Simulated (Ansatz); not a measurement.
Level of theory: DFT PBE, scalar-relativistic, plane waves, PAW in Ansatz. All cells share a 420 eV cutoff and Γ-centred k meshes spaced about 0.3 Å⁻¹ or finer (0.25 for metals, 2π included). No spin polarisation.

Temperature and zero-point effects are left out.

Two forms of Mo₃H were relaxed alike.

1.

```cif
data_structure
_symmetry_space_group_name_H-M 'I-4m2'
_symmetry_Int_Tables_number 119
_cell_length_a 3.2276
_cell_length_b 3.2276
_cell_length_c 9.6842
_cell_angle_alpha 90.000
_cell_angle_beta 90.000
_cell_angle_gamma 90.000
_cell_volume 100.88
loop_
_atom_site_label
_atom_site_type_symbol
_atom_site_symmetry_multiplicity
_atom_site_Wyckoff_symbol
_atom_site_fract_x
_atom_site_fract_y
_atom_site_fract_z
_atom_site_occupancy
H1 H 2 d 0.50000 0.00000 0.25000 1
Mo1 Mo 4 e 0.50000 0.50000 0.15765 1
Mo2 Mo 2 a 0.00000 0.00000 0.00000 1
```

2.

```cif
data_structure
_symmetry_space_group_name_H-M 'I4/mmm'
_symmetry_Int_Tables_number 139
_cell_length_a 3.1261
_cell_length_b 3.1261
_cell_length_c 10.2728
_cell_angle_alpha 90.000
_cell_angle_beta 90.000
_cell_angle_gamma 90.000
_cell_volume 100.39
loop_
_atom_site_label
_atom_site_type_symbol
_atom_site_symmetry_multiplicity
_atom_site_Wyckoff_symbol
_atom_site_fract_x
_atom_site_fract_y
_atom_site_fract_z
_atom_site_occupancy
H1 H 2 b 0.50000 0.50000 0.00000 1
Mo1 Mo 4 e 0.50000 0.50000 0.18073 1
Mo2 Mo 2 a 0.00000 0.00000 0.00000 1
```

Question: Which form is favoured at zero pressure, and by what margin per atom?

Answer: Cell 1 is lower, by 14 meV/atom. Cell 1 has space group I-4m2 (No. 119), 12.6 Å³/atom and no gap on its mesh; cell 2 has space group I4/mmm (No. 139), 12.5 Å³/atom and no gap. Counting Mo atoms around H (those within 1.25 times the shortest such distance or 1.15 times the sum of covalent radii, 1.27 where that leaves under three; a plus sign parts nearer from farther groups), cell 1 has H 4 and cell 2 has H 2+4. Even the lower one lies +0.15 eV/atom against the reference forms of the elements (uncorrected), so neither is stable at this level. In cell 1, around H lie 4 Mo at 1.85 Å and 4 Mo at 2.91 Å; around Mo on a site of symmetry 2mm lie 2 H at 1.85 Å, 9 Mo at 2.75–3.05 Å and 5 Mo at 3.23–3.32 Å; around Mo on a site of symmetry -4m2 lie 8 Mo at 2.75 Å, 4 H at 2.91 Å and 6 Mo at 3.23–3.32 Å. In cell 2, H is surrounded by 2 Mo at 1.86 Å and 4 Mo at 2.21 Å; Mo on a site of symmetry 4mm has 1 H at 1.86 Å, 4 Mo at 2.63 Å, 4 Mo at 2.89 Å and 5 Mo at 3.13–3.28 Å; Mo on a site of symmetry 4/mmm has 4 H at 2.21 Å, 8 Mo at 2.89 Å and 6 Mo at 3.13–3.28 Å. Both come from trial cells of a structure search, whose lowest cell (C2/m, 12.4 Å³/atom) lies 53 meV/atom below the lower of the two.

For metals, differences of a few meV/atom aren't resolved. With hydrogen, zero-point motion can shift such differences by 10 meV/atom or more. Trial moments fell under 0.15 μB along the way in I-4m2 and I4/mmm; another start might hold them. Cells relaxed within their symmetry can be saddle points. Some types were kept out of the candidates beforehand, so the set may lack a known form.
